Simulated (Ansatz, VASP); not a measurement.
One calculation of MoS2, two programs

```
CELL_PARAMETERS angstrom
3.12517 0.00000 0.00000
-1.56259 2.70648 0.00000
0.00000 0.00000 30.04000
ATOMIC_POSITIONS crystal
S 0.66667 0.33333 0.23298
S 0.66667 0.33333 0.33693
Mo 0.33333 0.66667 0.28495
```

Alike in both runs: functional PBEsol; dispersion D4; k mesh 12 × 12 × 1; occupations gaussian, width 0.03 eV; no spin polarisation.

Ansatz relaxed the structure, and its values are those at the end. VASP's run is a single point on that final structure, the one shown.

```csv
,VASP,Ansatz
version,VASP 6.6.1,Ansatz 0.2.0
potentials or method,"VASP PAW PBE potentials, release 64 (S, Mo_sv)","scalar-relativistic, plane waves, PAW"
plane-wave cutoff (eV),520,420
valence electrons in the cell,26,26
```

|  | VASP | Ansatz | Ansatz less VASP |
| --- | --- | --- | --- |
| gap on the k mesh at the Fermi level (eV) | 1.87 | 1.86 | -0.005 |
| least direct gap on the mesh (eV) | 1.87 | 1.86 | -0.005 |

Ansatz warned: «pseudo_functional_mismatch».

 A hybrid or GW would open this gap; PBEsol tends to underestimate it.
